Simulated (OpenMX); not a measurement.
Crystal: Zn.

```
Zn
1.0
     0.00000    1.96478    1.96478
     1.96478    0.00000    1.96478
     1.96478    1.96478    0.00000
Zn
1
Direct
  0.00000 0.00000 0.00000
```

This isn't the form of Zn at room conditions, which is hcp.

* Program: OpenMX 3.8.5
* Task: single point
* Functional: PBE
* Potentials or basis: OpenMX 2013 PBE set, Zn6.0H-s3p2d2, grid cutoff 500 Ry
* k mesh: 13 × 13 × 13
* Occupations: fermi-dirac, width 0.05 eV
* Spin: no spin polarisation

On this cell: pressure 1.7 GPa; band gap on the k mesh none (metal or under the smearing width).

The same run follows on a disturbed copy (cell strained at random at fixed volume):

```
CELL_PARAMETERS angstrom
0.00399 2.00457 1.96702
1.95665 -0.00432 1.97532
1.92741 1.98363 0.02492
ATOMIC_POSITIONS crystal
Zn 0.97223 0.01156 0.01002
```

What does the disturbed cell give?

The energy (extrapolated to zero smearing) moves by +1.1 meV/atom; pressure 1.9 GPa; band gap on the k mesh none (metal or under the smearing width).

Caveats: the basis of atomic orbitals isn't converged, which shifts pressures, moduli and gaps.
